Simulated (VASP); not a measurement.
# GaN (F-43m) in VASP: band structure with PBE

Aim: the band structure of GaN with PBE.

Program: VASP 6.6.1. These are calculated values, not measurements. Logs are shortened: lines on timing, memory, paths and dates and some standing lists are left out, and cuts for length are marked.

**What was measured.**

From a printed reference work, textbook, for a bulk crystal of GaN at 0 K: band gap 3.299 eV (direct).

How close the calculation comes is told below.

## 1. Starting point

Symmetry: F-43m, No. 216, cubic system. Conventional cell: a = 4.549 Å, b = 4.549 Å, c = 4.549 Å, α = 90.00°, β = 90.00°, γ = 90.00°. Ga (site symmetry -43m) is surrounded by 4 N at 1.97 Å. Around N (site symmetry -43m) lie 4 Ga at 1.97 Å.

The cell is a database's computed one.

## 2. Band structure, PBE

Input file INCAR:

```
SYSTEM = GaN
PREC = Accurate
ENCUT = 520
EDIFF = 1E-7
ISMEAR = 0
SIGMA = 0.02
LREAL = .FALSE.
LASPH = .TRUE.
NELM = 60
ALGO = Normal
ISIF = 2
LWAVE = .FALSE.
LCHARG = .FALSE.
GGA = PE
NBANDS = 16
```

Input file KPOINTS:

```
Automatic mesh
0
G
  8 8 8
  0 0 0
```

Input file POSCAR:

```
GaN                                     
1.0
    0.0000000000      2.2745494221      2.2745494221
    2.2745494221      0.0000000000      2.2745494221
    2.2745494221      2.2745494221      0.0000000000
  Ga              N             
     1     1
Direct
     0.0000000000000000    0.0000000000000000    0.0000000000000000
     0.7500000000000000    0.7500000000000000    0.7500000000000000
```

Input file KPOINTS_OPT:

```
path GXWKGLUWLK,UX
20
line-mode
reciprocal
 0.0000000000  0.0000000000  0.0000000000  G
 0.5000000000  0.0000000000  0.5000000000  X

 0.5000000000  0.0000000000  0.5000000000  X
 0.5000000000  0.2500000000  0.7500000000  W

 0.5000000000  0.2500000000  0.7500000000  W
 0.3750000000  0.3750000000  0.7500000000  K

 0.3750000000  0.3750000000  0.7500000000  K
 0.0000000000  0.0000000000  0.0000000000  G

 0.0000000000  0.0000000000  0.0000000000  G
 0.5000000000  0.5000000000  0.5000000000  L

 0.5000000000  0.5000000000  0.5000000000  L
 0.6250000000  0.2500000000  0.6250000000  U

 0.6250000000  0.2500000000  0.6250000000  U
 0.5000000000  0.2500000000  0.7500000000  W

 0.5000000000  0.2500000000  0.7500000000  W
 0.5000000000  0.5000000000  0.5000000000  L

 0.5000000000  0.5000000000  0.5000000000  L
 0.3750000000  0.3750000000  0.7500000000  K

 0.6250000000  0.2500000000  0.6250000000  U
 0.5000000000  0.0000000000  0.5000000000  X
```

Potentials or basis: VASP PAW PBE potentials, release 64 (Ga_d, N).

On the command line:

```
cat potpaw_PBE.64/Ga_d/POTCAR potpaw_PBE.64/N/POTCAR > POTCAR
mpirun -np 1 vasp_std > vasp.out
```

OUTCAR:

```text
SYSTEM = GaN
   PREC = Accurate
   ENCUT = 520
   EDIFF = 1E-7
   ISMEAR = 0
   LREAL = .FALSE.
   LASPH = .TRUE.
   NELM = 60
   ISIF = 2
   GGA = PE

 ion  position               nearest neighbor table
   1  0.000  0.000  0.000-   2 1.97   2 1.97   2 1.97   2 1.97
   2  0.750  0.750  0.750-   1 1.97   1 1.97   1 1.97   1 1.97

  LATTYP: Found a face centered cubic cell.
 ALAT       =     4.5490988442

  Lattice vectors:

 A1 = (   0.0000000000,   2.2745494221,   2.2745494221)
 A2 = (   2.2745494221,   0.0000000000,   2.2745494221)
 A3 = (   2.2745494221,   2.2745494221,   0.0000000000)

Analysis of symmetry for initial positions (statically):
=====================================================================
 Subroutine PRICEL returns:
 Original cell was already a primitive cell.

 Routine SETGRP: Setting up the symmetry group for a
 face centered cubic supercell.

 Subroutine GETGRP returns: Found 24 space group operations
 (whereof 24 operations were pure point group operations)
 out of a pool of 48 trial point group operations.

The static configuration has the point symmetry T_d .

Analysis of symmetry for dynamics (positions and initial velocities):
=====================================================================
 Subroutine PRICEL returns:
 Original cell was already a primitive cell.

 Routine SETGRP: Setting up the symmetry group for a
 face centered cubic supercell.

 Subroutine GETGRP returns: Found 24 space group operations
 (whereof 24 operations were pure point group operations)
 out of a pool of 48 trial point group operations.

The dynamic configuration has the point symmetry T_d .

 Subroutine INISYM returns: Found 24 space group operations
 (whereof 24 operations are pure point group operations),
 and found     1 'primitive' translations

----------------------------------------------------------------------------------------

                                     Primitive cell

  volume of cell :      23.5351

  direct lattice vectors                    reciprocal lattice vectors
     0.000000000  2.274549422  2.274549422    -0.219823757  0.219823757  0.219823757
     2.274549422  0.000000000  2.274549422     0.219823757 -0.219823757  0.219823757
     2.274549422  2.274549422  0.000000000     0.219823757  0.219823757 -0.219823757

  length of vectors
     3.216698641  3.216698641  3.216698641     0.380745916  0.380745916  0.380745916

  position of ions in fractional coordinates (direct lattice)
     0.000000000  0.000000000  0.000000000
     0.750000000  0.750000000  0.750000000

  ion indices of the primitive-cell ions
   primitive index   ion index
                 1           1
                 2           2

----------------------------------------------------------------------------------------

 KPOINTS: Automatic mesh

Automatic generation of k-mesh.
 Grid dimensions read from file:
 generate k-points for:    8    8    8

 Generating k-lattice:

  Cartesian coordinates                     Fractional coordinates (reciprocal lattice)
    -0.027477970  0.027477970  0.027477970     0.125000000  0.000000000  0.000000000
     0.027477970 -0.027477970  0.027477970     0.000000000  0.125000000  0.000000000
     0.027477970  0.027477970 -0.027477970     0.000000000  0.000000000  0.125000000

  Length of vectors
     0.047593240  0.047593240  0.047593240

  Shift w.r.t. Gamma in fractional coordinates (k-lattice)
     0.000000000  0.000000000  0.000000000

 Subroutine IBZKPT returns following result:
 ===========================================

 Found     29 irreducible k-points:

 Following reciprocal coordinates:
            Coordinates               Weight
  0.000000  0.000000  0.000000      1.000000
  0.125000  0.000000  0.000000      8.000000
  0.250000  0.000000  0.000000      8.000000
  0.375000  0.000000  0.000000      8.000000
  0.500000  0.000000  0.000000      4.000000
  0.125000  0.125000  0.000000      6.000000
[... 16 lines left out ...]
  0.500000  0.250000  0.125000     48.000000
 -0.375000  0.250000  0.125000     24.000000
 [... further k-points ...]
   k-points           NKPTS =     29   k-points in BZ     NKDIM =     29   number of bands    NBANDS=     16
   number of dos      NEDOS =    301   number of ions     NIONS =      2
   total plane-waves  NPLWV =  13824
   dimension x,y,z NGX =    24 NGY =   24 NGZ =   24
   dimension x,y,z NGXF=    48 NGYF=   48 NGZF=   48
   ions per type =               1   1
   NGX,Y,Z   is equivalent  to a cutoff of  12.40, 12.40, 12.40 a.u.
   NGXF,Y,Z  is equivalent  to a cutoff of  24.81, 24.81, 24.81 a.u.
 SYSTEM =  GaN
   PREC   = accura    normal or accurate (medium, high low for compatibility)
   ISTART =      0    job   : 0-new  1-cont  2-samecut
   ICHARG =      2    charge: 1-file 2-atom 10-const
   ISPIN  =      1    spin polarized calculation?
   LNONCOLLINEAR =      F non collinear calculations
   LSORBIT =      F    spin-orbit coupling
   LASPH  =      T    aspherical Exc in radial PAW
   ENCUT  =  520.0 eV  38.22 Ry    6.18 a.u.   5.98  5.98  5.98*2*pi/ulx,y,z
   NELM   =     60;   NELMIN=  2; NELMDL= -5     # of ELM steps
   EDIFF  = 0.1E-06   stopping-criterion for ELM
   LREAL  =      F    real-space projection
   EDIFFG = 0.1E-05   stopping-criterion for IOM
   NSW    =      0    number of steps for IOM
   IBRION =     -1    ionic relax: 0-MD 1-quasi-New 2-CG
   NFREE  =      0    steps in history (QN), initial steepest desc. (CG)
   ISIF   =      2    stress and relaxation
   ISYM   =      2    0-nonsym 1-usesym 2-fastsym
   POTIM  = 0.5000    time-step for ionic-motion
   TEBEG  =    0.0;   TEEND  =   0.0 temperature during run
   PSTRESS=    0.0 pullay stress
   NELECT =      18.0000    total number of electrons
   NUPDOWN=      -1.0000    fix difference up-down
   EMIN   =  10.00;   EMAX   =-10.00  energy-range for DOS
   EFERMI =   0.00;   METHOD = LEGACY
   ISMEAR =     0;   SIGMA  =   0.02  broadening in eV -4-tet -1-fermi 0-gaus
   EFERMI_NEDOS =   21; number of points for ismear=-14 and -15
   IALGO  =     38    algorithm
   IMIX   =      4    mixing-type and parameters
     AMIX     =   0.40;   BMIX     =  1.00
     AMIX_MAG =   1.60;   BMIX_MAG =  1.00
  volume/ion in A,a.u.               =      11.77        79.41
  Fermi-wavevector in a.u.,A,eV,Ry     =   1.497133  2.829171 30.496183  2.241406
  Thomas-Fermi vector in A             =   2.609060
   LORBIT       =      0    0 simple, 1 ext, 2 COOP (PROOUT), +10 PAW based schemes
   GGA     = PE    functional components
   LHFCALC =     F    Hartree Fock is set to
   AEXX    =    0.0000 exact exchange contribution
   IVDW    =     0    specifies the selected vdW correction
   LEPSILON=     F    determine dielectric tensor
   LRPA    =     F    only Hartree local field effects (RPA)
 non-spin polarized calculation
 Gauss-broadening in eV      SIGMA  =   0.02
  energy-cutoff  :      520.00
  volume of cell :       23.54
 maximum number of plane-waves:       648
   NGX = 11   NGY = 11   NGZ = 11

 number of electron      17.9999985 magnetization

 Free energy of the ion-electron system (eV)
  ---------------------------------------------------
  ext. energy  EPLUGINS =         0.00000000
  ---------------------------------------------------
  free energy    TOTEN  =       -12.15308258 eV

  energy without entropy =      -12.15308258  energy(sigma->0) =      -12.15308258

 E-fermi :   5.0922     XC(G=0): -11.5183

 val. band max:        4.9831548555   @ k =   0.0000   0.0000   0.0000
 cond. band min:       6.5273834915   @ k =   0.0000   0.0000   0.0000
 fundamental gap:      1.5442286360
 Fermi energy:         5.0921766685

 k-point     1 :       0.0000    0.0000    0.0000
  band No.  band energies     occupation
      1     -10.7162      2.00000
      2      -8.4396      2.00000
      3      -8.4396      2.00000
      4      -8.4396      2.00000
      5      -8.1472      2.00000
      6      -8.1472      2.00000
[... 8 lines left out ...]
     15      23.6270      0.00000
     16      23.6270      0.00000

 k-point     2 :       0.1250    0.0000    0.0000
  band No.  band energies     occupation
      1     -10.5586      2.00000
      2      -8.4207      2.00000
      3      -8.4207      2.00000
      4      -8.3719      2.00000
      5      -8.1486      2.00000
      6      -8.1486      2.00000
[... 8 lines left out ...]
     15      22.0572      0.00000
     16      22.0572      0.00000

 k-point     3 :       0.2500    0.0000    0.0000
  band No.  band energies     occupation
      1     -10.2156      2.00000
      2      -8.3835      2.00000
      3      -8.3835      2.00000
      4      -8.1425      2.00000
      5      -8.1425      2.00000
      6      -8.0627      2.00000
[... 8 lines left out ...]
     15      21.6609      0.00000
     16      21.6609      0.00000

 k-point     4 :       0.3750    0.0000    0.0000
  band No.  band energies     occupation
      1      -9.9691      2.00000
      2      -8.3627      2.00000
      3      -8.3627      2.00000
      4      -8.1188      2.00000
      5      -8.1188      2.00000
      6      -7.3864      2.00000
[... 8 lines left out ...]
     15      22.9975      0.00000
     16      22.9975      0.00000
[... 324 lines left out ...]
 k-point    22 :       0.3750    0.2500    0.1250
  band No.  band energies     occupation
      1     -10.0096      2.00000
      2      -8.3429      2.00000
      3      -8.3255      2.00000
      4      -8.2174      2.00000
      5      -8.1202      2.00000
      6      -7.7086      2.00000
[... 8 lines left out ...]
     15      23.8414      0.00000
     16      25.9416      0.00000

 k-point    23 :       0.5000    0.2500    0.1250
  band No.  band energies     occupation
      1      -9.8578      2.00000
      2      -8.3383      2.00000
      3      -8.2968      2.00000
      4      -8.1883      2.00000
      5      -8.1146      2.00000
      6      -7.0267      2.00000
[... 8 lines left out ...]
     15      23.9043      0.00000
     16      25.7654      0.00000

 k-point    24 :      -0.3750    0.2500    0.1250
  band No.  band energies     occupation
      1      -9.8143      2.00000
      2      -8.3432      2.00000
      3      -8.2864      2.00000
      4      -8.1642      2.00000
      5      -8.1163      2.00000
      6      -6.5967      2.00000
[... 8 lines left out ...]
     15      23.5171      0.00000
     16      25.7109      0.00000

 [... further k-points ...]

------------------------ aborting loop because EDIFF is reached ----------------------------------------

  FORCE on cell =-STRESS in cart. coord.  units (eV):
  Direction    XX          YY          ZZ          XY          YZ          ZX
  --------------------------------------------------------------------------------------
  -------------------------------------------------------------------------------------
  Total        0.0004760      0.0004760      0.0004760      0.0000000      0.0000000      0.0000000
  in kB        0.0324072      0.0324072      0.0324072      0.0000000      0.0000000      0.0000000
  external PRESSURE =       0.0324072 kB  Pullay stress =       0.0000000 kB

 VOLUME and BASIS-vectors are now :
 -----------------------------------------------------------------------------
  energy-cutoff  :      520.00
  volume of cell :       23.54
      direct lattice vectors                 reciprocal lattice vectors
     0.000000000  2.274549422  2.274549422    -0.219823757  0.219823757  0.219823757
     2.274549422  0.000000000  2.274549422     0.219823757 -0.219823757  0.219823757
     2.274549422  2.274549422  0.000000000     0.219823757  0.219823757 -0.219823757

 POSITION                                       TOTAL-FORCE (eV/Angst)
 -----------------------------------------------------------------------------------
      0.00000      0.00000      0.00000        -0.000000     -0.000000     -0.000000
      3.41182      3.41182      3.41182         0.000000      0.000000      0.000000
 -----------------------------------------------------------------------------------
    total drift:                               -0.000002     -0.000002     -0.000001

  FREE ENERGIE OF THE ION-ELECTRON SYSTEM (eV)
  ---------------------------------------------------
  free  energy   TOTEN  =       -12.1530825808 eV

  energy  without entropy=      -12.1530825808  energy(sigma->0) =      -12.15308258
```

It took 21 s on 1 thread of Intel Xeon Platinum 8488C (Sapphire Rapids), shared host; peak memory 0.15 GiB.

Results:

```
Free energy             : -12.1531 eV
Pressure                : 0.0 GPa
Band gap on the k mesh  : 1.54 eV, direct
Band gap along the path : 1.54 eV, direct
```

Levels at the corners of the path, in eV from the valence-band top:
```csv
point,band 5,band 6,band 7,band 8,band 9,band 10,band 11,band 12,band 13,band 14
Γ,-13.13,-13.13,0.00,0.00,0.00,1.54,10.13,10.13,10.13,17.23
X,-13.06,-11.45,-6.01,-2.61,-2.60,3.34,6.49,11.51,13.67,13.67
X,-13.06,-11.45,-6.01,-2.61,-2.60,3.34,6.49,11.51,13.67,13.67
W,-13.12,-11.19,-5.59,-3.57,-3.50,6.17,8.10,10.05,11.01,14.93
W,-13.12,-11.19,-5.59,-3.57,-3.50,6.17,8.10,10.05,11.01,14.93
K,-13.09,-11.31,-5.75,-4.10,-2.09,4.95,7.63,10.88,12.60,13.35
K,-13.09,-11.31,-5.75,-4.10,-2.09,4.95,7.63,10.88,12.60,13.35
Γ,-13.13,-13.13,0.00,0.00,0.00,1.54,10.13,10.13,10.13,17.23
Γ,-13.13,-13.13,0.00,0.00,0.00,1.54,10.13,10.13,10.13,17.23
L,-13.09,-11.88,-6.86,-0.93,-0.93,4.45,8.59,10.22,10.22,15.40
L,-13.09,-11.88,-6.86,-0.93,-0.93,4.45,8.59,10.22,10.22,15.40
U,-13.09,-11.31,-5.75,-4.10,-2.09,4.95,7.63,10.88,12.60,13.35
U,-13.09,-11.31,-5.75,-4.10,-2.09,4.95,7.63,10.88,12.60,13.35
W,-13.12,-11.19,-5.59,-3.57,-3.50,6.17,8.10,10.05,11.01,14.93
W,-13.12,-11.19,-5.59,-3.57,-3.50,6.17,8.10,10.05,11.01,14.93
L,-13.09,-11.88,-6.86,-0.93,-0.93,4.45,8.59,10.22,10.22,15.40
L,-13.09,-11.88,-6.86,-0.93,-0.93,4.45,8.59,10.22,10.22,15.40
K,-13.09,-11.31,-5.75,-4.10,-2.09,4.95,7.63,10.88,12.60,13.35
U,-13.09,-11.31,-5.75,-4.10,-2.09,4.95,7.63,10.88,12.60,13.35
X,-13.06,-11.45,-6.01,-2.61,-2.60,3.34,6.49,11.51,13.67,13.67
```

## 3. How close it comes

Step 2. A measured gap of GaN is 3.299 eV (direct; 0 K; a printed reference work, textbook); the calculated 1.54 eV misses it by -1.75 eV. So large a miss can be the level of theory's own, or it may mean another phase, state or a wrong row. Spin-orbit coupling on Ga is left out. The value is that of PBE, without temperature or zero-point motion. Semilocal functionals fall short of measured gaps as a rule. The cell is a database's relaxed one, not the measured one, which moves gaps too.
